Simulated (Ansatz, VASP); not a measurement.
## Pd in VASP and in Ansatz

INCAR

```
ALGO     = Normal         # electronic algorithm
EDIFF    = 1E-7           # SCF threshold, eV
ENCUT    = 520            # plane-wave cutoff, eV
GGA      = PE             # functional
ISIF     = 2              # what is computed and relaxed
ISMEAR   = -1             # smearing method
LASPH    = T              # aspherical terms in the spheres
LCHARG   = F              # write CHGCAR
LREAL    = F              # projectors in reciprocal space
LWAVE    = F              # write WAVECAR
NBANDS   = 11             # bands
NELM     = 100            # most SCF steps
PREC     = Accurate       # precision mode
SIGMA    = 0.08           # smearing width, eV
```

The input KPOINTS:

```
k-points
0
Gamma
  16 16 15
```

File POSCAR:

```
Pd
1.0
    2.2883034072      0.0000000000      0.0000000000
   -1.1441517036      1.9817288822      0.0000000000
    0.0000000000      0.0000000000      2.1982187296
Pd
1
Direct
    0.0000000000      0.0000000000      0.0000000000
```

Input for Ansatz:

```yaml
crystal:
  lattice:
    - [2.2883034072, 0.0, 0.0]
    - [-1.1441517036, 1.9817288822, 0.0]
    - [0.0, 0.0, 2.1982187296]
  atoms:
    - { symbol: Pd, position: [0.0, 0.0, 0.0] }
kpoints:
  mp_grid: { grid: [16, 16, 15] }
scf:
  occupations: { method: fermi_dirac, width: 0.08 }
hamiltonian:
  xc: pbe
  pseudopotentials: { kind: all_electron, lapw: { basis_error: 0.001 } }
output:
  forces: true
  stress: true
  eigenvalues: true
  populations: true
```

Change from the starting cell: volume scaled by 0.6, LAPW.

Alike in both runs: task single point; functional PBE; k mesh 16 × 16 × 15; occupations fermi-dirac, width 0.08 eV; no spin polarisation.

|  | VASP | Ansatz |
| --- | --- | --- |
| version | VASP 6.6.1 | Ansatz 0.2.0 |
| potentials or method | VASP PAW PBE potentials, release 64 (Pd) | all-electron LAPW, scalar-relativistic |
| plane-wave cutoff (eV) | 520 | see its input |

```csv
,VASP,Ansatz,Ansatz less VASP
pressure (GPa),275.3,279.2,+3.92
largest component of the traceless stress (GPa),2.93,0.31,-2.613
```

Ansatz ran all-electron here, so the differences hold the error of VASP's frozen core and of both bases.

Caveats: the cell as given lies far from equilibrium; so large a pressure means that the cell lies far from this level's equilibrium, or that cutoff or potentials fall short (VASP).
